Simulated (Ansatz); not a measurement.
Cl: projected DOS by orbital

```yaml
crystal:
  lattice:
    - [3.66815, 0.00000, 0.00000]
    - [-1.83407, 3.17671, 0.00000]
    - [0.00000, 0.00000, 3.92422]
  atoms:
    - { symbol: Cl, position: [0.33333, 0.66667, 0.25000] }
    - { symbol: Cl, position: [0.66667, 0.33333, 0.75000] }
```

Atom numbers follow the list: Cl1, Cl2.

The cell was built from the hcp type and relaxed in the same program, and has space group P6_3/mmc; it needn't be a known or the stable phase.

Theory: DFT, PBE, all-electron LAPW, scalar-relativistic (Ansatz 0.2.0).

Numerical set-up: a Γ-centred 19×19×10 k mesh, Fermi–Dirac smearing of 0.03 eV, basis error target 1 meV/atom, no spin polarisation.

States per eV for one atom of each kind, in 0.4 eV bins named by their centres, from the Fermi level, projected on a minimal set of Löwdin-orthogonalised atomic shells; orbitals are real harmonics on the Cartesian axes, equal curves share a column, and empty bins are left out, as is all above 8.1 eV, near the top of the computed bands.

Cl1 3p:

```
# E all pz px=py
-13.9 0.02 0.01 0.00
-13.5 0.02 0.01 0.01
-13.1 0.01 0.00 0.00
-4.7 0.06 0.02 0.02
-4.3 0.98 0.46 0.26
-3.9 1.25 0.53 0.36
-3.5 1.01 0.50 0.26
-3.1 0.90 0.30 0.30
-2.7 1.03 0.23 0.40
-2.3 1.37 0.32 0.52
-1.9 0.83 0.12 0.35
-1.5 1.15 0.26 0.45
-1.1 1.18 0.29 0.44
-0.7 0.87 0.25 0.31
-0.3 1.37 0.39 0.49
0.1 1.58 0.54 0.52
0.5 1.26 0.71 0.27
0.9 0.01 0.00 0.00
```

Cl1 3s:

```
# E all
-13.9 1.24
-13.5 0.99
-13.1 0.38
-12.7 0.05
-3.9 0.01
-3.5 0.02
-3.1 0.01
-2.7 0.01
-2.3 0.01
-1.9 0.01
-1.5 0.01
-1.1 0.01
-0.7 0.01
-0.3 0.01
```
